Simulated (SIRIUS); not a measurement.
## SnTe under changes of volume

One of the cells (48.033 Å³/atom); the others are scaled copies at fixed shape and fractional positions:

```
Te Sn
1.0
     0.00000    3.63506    3.63506
     3.63506    0.00000    3.63506
     3.63506    3.63506    0.00000
Te Sn
1 1
Cartesian
  1.8175 1.8175 1.8175
  0.0000 0.0000 0.0000
```

Measurements of this composition are mostly on another form, of space group No. 225.

```yaml
Program: SIRIUS 7.12.0
Functional: PBEsol
Potentials_or_basis: all-electron FP-LAPW
Cutoff: 149 eV
Basis: apw+lo standard
k_mesh: 7 × 7 × 7
Occupations: fermi-dirac, width 0.05 eV
Spin: no spin polarisation
```

| volume (Å³/atom) | energy over the lowest point (meV/atom) | gap on the mesh (eV) |
| --- | --- | --- |
| 44.265 | 0.00 | 0.13 |
| 45.207 | 0.83 | 0.19 |
| 46.149 | 4.86 | 0.24 |
| 48.033 | 21.17 | 0.33 |
| 48.974 | 32.57 | 0.37 |
| 49.916 | ? | ? |

Task: What does the run at 49.916 Å³/atom give?

Result: Energy over the lowest point 46.46 meV/atom; gap on the mesh 0.41 eV.

Worked out: A Birch-Murnaghan fit of order 3 (a polynomial in V^(-2/3)) to the other rows has its minimum at 44.52 Å³/atom with B0 = V·E''(V) = 29 GPa and B' = 6.0. It gives 45.79 meV/atom at 49.916 Å³/atom, against the run's 46.46. A straight line through the other rows of the gap, of slope 2.35 eV per unit of ln V, extrapolates to 0.42 eV, against the run's 0.41.

Energies are extrapolated to zero smearing.

Caveats: spin-orbit coupling is left out, which moves the levels of the heavy elements; an odd mesh through Γ misses points on the zone boundary, where band edges often lie.
